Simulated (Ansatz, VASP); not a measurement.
# Si in VASP and in Ansatz

```
Si
1.0
    -0.08146    2.67474    2.67474
     2.67474   -0.08146    2.67474
     2.67474    2.67474   -0.08146
Si
2
Direct
  0.50000 0.50000 0.50000
  0.75000 0.75000 0.75000
```

Change from the starting cell: equal xy, yz and zx shear strains of -3 %, PAW files.

Alike in both runs: task electric field gradients; functional PBE; k mesh 11 × 11 × 11; occupations fermi-dirac, width 0.08 eV; no spin polarisation.

|  | VASP | Ansatz |
| --- | --- | --- |
| version | VASP 6.6.1 | Ansatz 0.2.0 |
| potentials or method | VASP PAW PBE potentials, release 64 (Si) | PAW with Ansatz's default frozen-core files, scalar-relativistic |
| plane-wave cutoff (eV) | 520 | 420 |
| valence electrons in the cell | 8 | 8 |

|  | VASP | Ansatz | Ansatz less VASP |
| --- | --- | --- | --- |
| pressure (GPa) | 2.3 | 2.3 | +0.08 |
| largest component of the traceless stress (GPa) | 3.37 | 3.36 | -0.007 |
| rms of the force components (eV/Å) | 0.348 | 0.349 | +0.0019 |
| Vzz of the field gradient on the site that differs most (V/Å²) | -12.5 | -12.0 | +0.50 |

Atom by atom the forces differ by 0.002 eV/Å (rms over components). The functional is the same, so the differences come from potentials, cutoffs and numerics.
